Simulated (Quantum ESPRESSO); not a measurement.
Crystal: InAs.

```xyz
2
Lattice="0.0000 3.0180 3.0180 3.0180 0.0000 3.0180 3.0180 3.0180 0.0000" Properties=species:S:1:pos:R:3 pbc="T T T"
In    0.0000    0.0000    0.0000
As    4.5270    4.5270    4.5270
```

Program: Quantum ESPRESSO 7.5. Alike in all runs: task band structure; no spin polarisation; cell as given; k mesh 8 × 8 × 8; smearing fermi-dirac 0.05 eV.

Q: Order these runs on this cell by their pressure, lowest first.
A. level revPBE; potentials or basis PseudoDojo 0.4.1 SR PBE standard; cutoff (eV) 1143
B. level PBEsol; potentials or basis PseudoDojo 0.4.1 SR PBEsol standard; cutoff (eV) 1143
C. level LDA; potentials or basis PseudoDojo 0.4.1 SR LDA standard; cutoff (eV) 1088; form of the LDA correlation PW92

A: C (-0.5 GPa), B (1.6 GPa), A (5.8 GPa).

Caveats: the potentials were made for another functional, which shifts forces and pressure (some runs).

Not every run made on this cell is shown here.
